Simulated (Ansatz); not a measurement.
# PbO: computed properties

Theory: Ansatz, DFT PBE, scalar-relativistic, plane waves, PAW.

Cutoff 420 eV; k points 8×8×6 on the computed 4-atom cell (Γ-centred); Gaussian smearing, width 0.02 eV; no spin polarisation.

The structure is relaxed at this level of theory with its symmetry kept. Whether it is the stable form of this composition wasn't checked.

The structure is tetragonal, space group P4/nmm (No. 129). The conventional cell has a = 4.057 Å, b = 4.057 Å, c = 5.596 Å, α = 90.00°, β = 90.00°, γ = 90.00°. Pb (site symmetry 4mm) is surrounded by 4 O at 2.35 Å. Around O (site symmetry -4m2) lie 4 Pb at 2.35 Å.

- Volume per atom: 23.03 Å³
- Formation energy from the elements' standard states (uncorrected): -1.096 eV/atom
- Kohn–Sham band gap: 1.80 eV, indirect from (-0.083, 0.000, 0.000) to M
- Löwdin character of the top 1 eV of the valence band: O 2p 69 %, Pb 6p 15 %, Pb 6s 14 %
- Löwdin character of the lowest 1 eV of the conduction band: Pb 6p 68 %, O 2p 12 %, O 2s 8 %, Pb 6s 7 %, unprojected 5 %
- Electron masses at the edge by Cartesian direction of the standard setting (m_e; degenerate bands sorted by energy; no spin-orbit coupling): x: 0.44, 0.44; y: 0.44, 0.44; z: 0.48, 0.48
- Hole masses at the edge by Cartesian direction of the standard setting (m_e; degenerate bands sorted by energy; no spin-orbit coupling): x: 4.8; y: over 30; z: 0.85
- Bader charges (e): Pb (2 in the cell) 1.17, O (2 in the cell) -1.17

Spin-orbit coupling is left out, which matters for the bands of heavy elements. Each cell of PbO holds layers, and where no dispersion correction was added their binding is poorly described.

Cost: 8 runs of about 10 core-minutes in all, on Intel Xeon Processor @ 2.50GHz (Skylake/Cascade Lake) (shared hosts).